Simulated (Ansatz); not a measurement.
## AlNi (R-3m), a vibration from a frozen displacement

Level of theory: DFT PBE, scalar-relativistic, plane waves, PAW in Ansatz. Cutoff 420 eV, Γ-centred 24×24×26 k-points, Gaussian smearing of 0.15 eV. No spin polarisation. A magnetic state may lie lower. Energies are free energies at this smearing, counted from the undisturbed cell; pressure is positive in compression.

Zero of the scan (relaxed at this level; it needn't be the usual structure):

```
CELL_PARAMETERS angstrom
2.36397 -1.36536 -0.05440
2.36397 1.36536 -0.05440
-1.48554 0.00000 3.93904
ATOMIC_POSITIONS crystal
Al 0.00000 0.00000 0.00000
Ni 0.50000 0.50000 0.50000
```

Every Ni atom is moved by x along the Cartesian unit vector (-0.646, 0.000, -0.763); the cell and all other atoms stay fixed. The cell's volume is 25.21 Å³; the moved atoms weigh 58.693 u together and the others 26.982 u.

| x (Å) | ΔE (meV/cell) | total force on the moved atoms along the move (eV/Å) | pressure (GPa) |
| --- | --- | --- | --- |
| -0.1000 | 29.01 | 0.5865 | 0.6374 |
| -0.0500 | 7.19 | 0.2884 | 0.1755 |
| 0.0000 | 0.00 | 0.0000 | 0.0222 |
| 0.0750 | 16.24 | -0.4356 | 0.3676 |

**Question.** What frequency belongs to this motion?

**Answer.** The force constant is k = −dF/dx = 5.785 eV/Å², from the parabola through x = -0.0500, 0 and 0.0750. In every cell the moved atoms swing against the rest, so the mass is μ = m₁m₂/(m₁ + m₂) = 18.484 u, and ν̃ = 521.5 cm⁻¹ × √(|k|/μ) = 292 cm⁻¹. The pattern needn't be a normal mode: ν̃² is then a weighted mean of the squared nonzero frequencies at the zone centre of this cell, so it lies between the lowest and the highest of them.

**Question.** How far does the harmonic law reach?

**Answer.** At x = -0.100 Å, kx²/2 = 28.92 meV against the computed 29.01 meV (+0.3 %): the well is still close to harmonic there.

In a metal these slopes depend on the k mesh and the smearing.

Cost: 4 runs of about 10 core-minutes in all, on Intel Xeon Platinum 8259CL (Skylake/Cascade Lake) (shared hosts).